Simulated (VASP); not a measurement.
# Fe (Im-3m) in VASP: single point with PBEsol

Aim: the single point of Fe with PBEsol.

All numbers are computed with VASP 6.6.1; they aren't measurements. Logs are shortened: lines on timing, memory, paths and dates and some standing lists are left out, and cuts for length are marked.

## Step 1: Starting point

The structure is cubic, space group Im-3m (No. 229). The conventional cell has a = 2.787 Å, b = 2.787 Å, c = 2.787 Å, α = 90.00°, β = 90.00°, γ = 90.00°. Fe (site symmetry m-3m) is surrounded by 8 Fe at 2.41 Å.

## Step 2: Single point, PBEsol, collinear spin, ferromagnetic start

Contents of INCAR:

```
ALGO = Normal ; AMIX = 0.2
AMIX_MAG = 0.8 ; BMIX = 1E-4
BMIX_MAG = 1E-4 ; EDIFF = 1E-6
ENCUT = 520 ; GGA = PS
ICORELEVEL = 1 ; ISIF = 2
ISMEAR = 1 ; ISPIN = 2
LASPH = True ; LCHARG = False
LMAXMIX = 4 ; LORBIT = 11
LREAL = False ; LWAVE = False
MAGMOM = 2.3 ; NELM = 150
PREC = Accurate ; SIGMA = 0.1
```

Contents of KPOINTS:

```
k-points
0
Gamma
  14 14 38
```

Contents of POSCAR:

```
Fe
1.0
    2.7874080000      0.0000000000      0.0000000000
    0.0000000000      2.7874080000      0.0000000000
    1.3937040000     -1.3937040000      1.3937040000
Fe
1
Direct
    0.0000000000      0.0000000000      0.0000000000
```

Potentials or basis: VASP PAW PBE potentials, release 64 (Fe).

On the command line:

```sh
cat potpaw_PBE.64/Fe/POTCAR > POTCAR
mpirun -np 1 vasp_std > vasp.out
```

OUTCAR:

```text
AMIX = 0.2
   AMIX_MAG = 0.8
   EDIFF = 1E-6
   ENCUT = 520
   GGA = PS
   ISIF = 2
   ISMEAR = 1
   ISPIN = 2
   LASPH = True
   LORBIT = 11
   LREAL = False
   NELM = 150
   PREC = Accurate

 ion  position               nearest neighbor table
   1  0.000  0.000  0.000-

  LATTYP: Found a body centered cubic cell.
 ALAT       =     2.7874080000

  Lattice vectors:

 A1 = (  -1.3937040000,   1.3937040000,  -1.3937040000)
 A2 = (  -1.3937040000,  -1.3937040000,   1.3937040000)
 A3 = (   1.3937040000,   1.3937040000,   1.3937040000)

Analysis of symmetry for initial positions (statically):
=====================================================================
 Subroutine PRICEL returns:
 Original cell was already a primitive cell.

 Routine SETGRP: Setting up the symmetry group for a
 body centered cubic supercell.

 Subroutine GETGRP returns: Found 48 space group operations
 (whereof 48 operations were pure point group operations)
 out of a pool of 48 trial point group operations.

The static configuration has the point symmetry O_h .

Analysis of symmetry for dynamics (positions and initial velocities):
=====================================================================
 Subroutine PRICEL returns:
 Original cell was already a primitive cell.

 Routine SETGRP: Setting up the symmetry group for a
 body centered cubic supercell.

 Subroutine GETGRP returns: Found 48 space group operations
 (whereof 48 operations were pure point group operations)
 out of a pool of 48 trial point group operations.

The dynamic configuration has the point symmetry O_h .

Analysis of structural, dynamic, and magnetic symmetry:
=====================================================================
 Subroutine PRICEL returns:
 Original cell was already a primitive cell.

 Routine SETGRP: Setting up the symmetry group for a
 body centered cubic supercell.

 Subroutine GETGRP returns: Found 48 space group operations
 (whereof 48 operations were pure point group operations)
 out of a pool of 48 trial point group operations.

The overall configuration has the point symmetry O_h .

 Subroutine INISYM returns: Found 48 space group operations
 (whereof 48 operations are pure point group operations),
 and found     1 'primitive' translations

----------------------------------------------------------------------------------------

                                     Primitive cell

  volume of cell :      10.8286

  direct lattice vectors                    reciprocal lattice vectors
     2.787408000  0.000000000  0.000000000     0.358756235  0.000000000 -0.358756235
     0.000000000  2.787408000  0.000000000     0.000000000  0.358756235  0.358756235
     1.393704000 -1.393704000  1.393704000     0.000000000  0.000000000  0.717512470

  length of vectors
     2.787408000  2.787408000  2.413966139     0.507357933  0.507357933  0.717512470

  position of ions in fractional coordinates (direct lattice)
     0.000000000  0.000000000  0.000000000

  ion indices of the primitive-cell ions
   primitive index   ion index
                 1           1

----------------------------------------------------------------------------------------

 KPOINTS: k-points

Automatic generation of k-mesh.
 Grid dimensions read from file:
 generate k-points for:   14   14   38

 Generating k-lattice:

  Cartesian coordinates                     Fractional coordinates (reciprocal lattice)
     0.025625445  0.000000000 -0.025625445     0.071428571  0.000000000  0.000000000
     0.000000000  0.025625445  0.025625445     0.000000000  0.071428571  0.000000000
     0.000000000  0.000000000  0.018881907     0.000000000  0.000000000  0.026315789

  Length of vectors
     0.036239852  0.036239852  0.018881907

  Shift w.r.t. Gamma in fractional coordinates (k-lattice)
     0.000000000  0.000000000  0.000000000

 -----------------------------------------------------------------------------
|                                                                             |
[... 31 lines left out ...]
  0.285714  0.000000  0.000000      6.000000
  0.357143  0.000000  0.000000      6.000000
[... 16 lines left out ...]
 -0.428571  0.285714 -0.000000      6.000000
 -0.357143  0.285714 -0.000000      6.000000
 [... further k-points ...]
   k-points           NKPTS =   1754   k-points in BZ     NKDIM =   1754   number of bands    NBANDS=      9
   number of dos      NEDOS =    301   number of ions     NIONS =      1
   total plane-waves  NPLWV =  10368
   dimension x,y,z NGX =    24 NGY =   24 NGZ =   18
   dimension x,y,z NGXF=    48 NGYF=   48 NGZF=   36
   ions per type =               1
   NGX,Y,Z   is equivalent  to a cutoff of  14.31, 14.31, 12.40 a.u.
   NGXF,Y,Z  is equivalent  to a cutoff of  28.63, 28.63, 24.79 a.u.
 SYSTEM =  unknown system
   PREC   = accura    normal or accurate (medium, high low for compatibility)
   ISTART =      0    job   : 0-new  1-cont  2-samecut
   ICHARG =      2    charge: 1-file 2-atom 10-const
   ISPIN  =      2    spin polarized calculation?
   LNONCOLLINEAR =      F non collinear calculations
   LSORBIT =      F    spin-orbit coupling
   LASPH  =      T    aspherical Exc in radial PAW
   ENCUT  =  520.0 eV  38.22 Ry    6.18 a.u.   5.18  5.18  4.49*2*pi/ulx,y,z
   NELM   =    150;   NELMIN=  2; NELMDL= -5     # of ELM steps
   EDIFF  = 0.1E-05   stopping-criterion for ELM
   LREAL  =      F    real-space projection
   EDIFFG = 0.1E-04   stopping-criterion for IOM
   NSW    =      0    number of steps for IOM
   IBRION =     -1    ionic relax: 0-MD 1-quasi-New 2-CG
   NFREE  =      0    steps in history (QN), initial steepest desc. (CG)
   ISIF   =      2    stress and relaxation
   ISYM   =      2    0-nonsym 1-usesym 2-fastsym
   POTIM  = 0.5000    time-step for ionic-motion
   TEBEG  =    0.0;   TEEND  =   0.0 temperature during run
   PSTRESS=    0.0 pullay stress
   NELECT =       8.0000    total number of electrons
   NUPDOWN=      -1.0000    fix difference up-down
   EMIN   =  10.00;   EMAX   =-10.00  energy-range for DOS
   EFERMI =   0.00;   METHOD = LEGACY
   ISMEAR =     1;   SIGMA  =   0.10  broadening in eV -4-tet -1-fermi 0-gaus
   EFERMI_NEDOS =   21; number of points for ismear=-14 and -15
   IALGO  =     38    algorithm
   IMIX   =      4    mixing-type and parameters
     AMIX     =   0.20;   BMIX     =  0.00
     AMIX_MAG =   0.80;   BMIX_MAG =  0.00
  volume/ion in A,a.u.               =      10.83        73.07
  Fermi-wavevector in a.u.,A,eV,Ry     =   1.479952  2.796704 29.800266  2.190258
  Thomas-Fermi vector in A             =   2.594046
   LORBIT       =     11    0 simple, 1 ext, 2 COOP (PROOUT), +10 PAW based schemes
   GGA     = PS    functional components
   LHFCALC =     F    Hartree Fock is set to
   AEXX    =    0.0000 exact exchange contribution
   IVDW    =     0    specifies the selected vdW correction
   LEPSILON=     F    determine dielectric tensor
   LRPA    =     F    only Hartree local field effects (RPA)
 spin polarized calculation
 Methfessel and Paxton  Order N= 1 SIGMA  =   0.10
  energy-cutoff  :      520.00
  volume of cell :       10.83
 maximum number of plane-waves:       321
 NGX is ok and might be reduce to    24
   NGX = 11   NGY = 11   NGZ =  9

 number of electron       8.0000000 magnetization       2.1168857

 Free energy of the ion-electron system (eV)
  ---------------------------------------------------
  ext. energy  EPLUGINS =         0.00000000
  ---------------------------------------------------
  free energy    TOTEN  =        -8.91925437 eV

  energy without entropy =       -8.91935032  energy(sigma->0) =       -8.91928635

 the core state eigenenergies are
   1-  1s  -6985.8477  2s   -807.0187  2p   -685.7610  3s    -80.6626  3p    -46.7290

 E-fermi :   6.2042     XC(G=0): -13.5532

 val. band max:        6.2041625442   @ k =  -0.2857   0.1429   0.3158
 cond. band min:       6.2048706810   @ k =   0.1429   0.1429   0.0263
 fundamental gap:      0.0007081368
 Fermi energy:         6.2041743632

 spin component 1

 k-point     1 :       0.0000    0.0000    0.0000
  band No.  band energies     occupation
      1      -2.6365      1.00000
      2       3.7718      1.00000
      3       3.7718      1.00000
      4       3.7718      1.00000
      5       5.1328      1.00000
      6       5.1328      1.00000
      7      31.5688      0.00000
      8      31.5688      0.00000
      9      31.5688      0.00000
[... 265 lines left out ...]
 k-point    24 :      -0.3571    0.2857   -0.0000
  band No.  band energies     occupation
      1       2.1949      1.00000
      2       2.7438      1.00000
      3       3.1378      1.00000
      4       5.3298      1.00000
      5       5.5413      1.00000
      6      12.0914      0.00000
      7      14.0106      0.00000
      8      16.5700      0.00000
      9      25.8819      0.00000

 Fermi energy:         6.2041743632

 spin component 2

 k-point     1 :       0.0000    0.0000    0.0000
  band No.  band energies     occupation
      1      -2.3664      1.00000
      2       5.6183      1.00000
      3       5.6184      1.00000
      4       5.6184      1.00000
      5       7.7153     -0.00000
      6       7.7154     -0.00000
      7      31.4995      0.00000
      8      31.4995      0.00000
      9      31.4995      0.00000
[... 265 lines left out ...]
 k-point    24 :      -0.3571    0.2857   -0.0000
  band No.  band energies     occupation
      1       3.6410      1.00000
      2       4.2652      1.00000
      3       4.5635      1.00000
      4       7.6943     -0.00000
      5       7.9148     -0.00000
      6      13.2634      0.00000
      7      15.1448      0.00000
      8      17.4443      0.00000
      9      26.4683      0.00000

 [... further k-points ...]

------------------------ aborting loop because EDIFF is reached ----------------------------------------

  FORCE on cell =-STRESS in cart. coord.  units (eV):
  Direction    XX          YY          ZZ          XY          YZ          ZX
  --------------------------------------------------------------------------------------
  -------------------------------------------------------------------------------------
  Total       -0.0032822     -0.0032822     -0.0032822     -0.0000000      0.0000000      0.0000000
  in kB       -0.4856329     -0.4856329     -0.4856329     -0.0000000      0.0000000      0.0000000
  external PRESSURE =      -0.4856329 kB  Pullay stress =       0.0000000 kB

 VOLUME and BASIS-vectors are now :
 -----------------------------------------------------------------------------
  energy-cutoff  :      520.00
  volume of cell :       10.83
      direct lattice vectors                 reciprocal lattice vectors
     2.787408000  0.000000000  0.000000000     0.358756235  0.000000000 -0.358756235
     0.000000000  2.787408000  0.000000000     0.000000000  0.358756235  0.358756235
     1.393704000 -1.393704000  1.393704000     0.000000000  0.000000000  0.717512470

 POSITION                                       TOTAL-FORCE (eV/Angst)
 -----------------------------------------------------------------------------------
      0.00000      0.00000      0.00000         0.000000      0.000000      0.000000
 -----------------------------------------------------------------------------------
    total drift:                               -0.000000      0.000000     -0.000000

  FREE ENERGIE OF THE ION-ELECTRON SYSTEM (eV)
  ---------------------------------------------------
  free  energy   TOTEN  =        -8.9192543679 eV

  energy  without entropy=       -8.9193503238  energy(sigma->0) =       -8.91928635

 total charge

# of ion       s       p       d       tot
------------------------------------------
    1        0.511   0.589   6.277   7.377

 magnetization (x)

# of ion       s       p       d       tot
------------------------------------------
    1       -0.012  -0.049   2.159   2.098
```

Run time: 11 min. Hardware: 1 thread of AMD EPYC 7R43 (Zen 3), shared host; peak memory 0.36 GiB.

Results:

| Quantity | Value |
| --- | --- |
| Free energy | -8.9193 eV |
| Pressure | 0.0 GPa |
| Band gap on the k mesh | none (metal or under the smearing width) |
| Net moment | 2.12 μB per cell |
| Site moments | Fe +2.10 μB |
| Valence electrons inside the program's atomic spheres | Fe 7.38 |

Core levels (eV, on the scale of the bands):
| atom | levels |
| --- | --- |
| 1 Fe | 1s -6985.8, 2s -807.0, 2p -685.8, 3s -80.7, 3p -46.7 |

Caveat: the PAW data sets were made with another functional, which shifts forces and pressure a little.
